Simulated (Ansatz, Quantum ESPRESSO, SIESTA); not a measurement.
# MoS2: programs and potentials compared

```
Mo S
1.0
     3.16900    0.00000    0.00000
    -1.58450    2.74443    0.00000
     0.00000    0.00000   12.32400
Mo S
2 4
Direct
  0.66667 0.33333 0.75000
  0.33333 0.66667 0.25000
  0.66667 0.33333 0.37700
  0.33333 0.66667 0.87700
  0.66667 0.33333 0.12300
  0.33333 0.66667 0.62300
```

Alike in all runs: task band structure; functional LDA; k mesh 10 × 10 × 3; occupations fermi-dirac, width 0.05 eV; no spin polarisation; no spin-orbit coupling. LDA stands for any of its common fits. Pressure is positive in compression and, in plane waves, holds the error of the finite cutoff, which Ansatz's Pulay term estimates and takes out. Gaps are the smaller of the mesh's and the band path's.

| program and potentials | plane-wave cutoff (eV) | notes | band gap (eV) | pressure (GPa) | largest force (eV/Å) |
| --- | --- | --- | --- | --- | --- |
| Ansatz, Ansatz PAW | 420 | potentials made for PBE, which Ansatz adapts in part | 0.81 | -5.68 | 0.481 |
| Quantum ESPRESSO, GBRV 1.5 LDA | 612 | - | 0.80 | -5.84 | 0.476 |
| SIESTA, files PseudoDojo sr-lda-0.4.1-standard, DZP (energy shift 0.003 Ry; two zetas on semicore shells) | - | atomic basis | 0.86 | -2.85 | 0.063 |
| Ansatz, all-electron LAPW, scalar-relativistic | - | - | 0.81 | -5.63 | 0.477 |

Force on atom 4 (S), eV/Å:

```csv
program and potentials,x,y,z
"Ansatz, Ansatz PAW",0.000,0.000,-0.481
"Quantum ESPRESSO, GBRV 1.5 LDA",0.000,0.000,-0.476
"SIESTA, files PseudoDojo sr-lda-0.4.1-standard, DZP (energy shift 0.003 Ry; two zetas on semicore shells)",0.000,0.000,-0.063
"Ansatz, all-electron LAPW, scalar-relativistic",0.000,0.000,-0.477
```

The band gap spans 0.80 (Quantum ESPRESSO, GBRV 1.5 LDA) to 0.86 eV (SIESTA, files PseudoDojo sr-lda-0.4.1-standard, DZP (energy shift 0.003 Ry; two zetas on semicore shells)), with all-electron results at 0.81. The pressure spans -5.84 (Quantum ESPRESSO, GBRV 1.5 LDA) to -2.85 GPa (SIESTA, files PseudoDojo sr-lda-0.4.1-standard, DZP (energy shift 0.003 Ry; two zetas on semicore shells)), with all-electron results at -5.63. The paths' points differ, which is worth about 0.01 eV. Rows in atomic bases carry the error of their basis and grid, which can be large.

The functional is the same throughout but for its coding, so the spread measures potentials, basis and numerics; runs on potential files found faulty are left out.
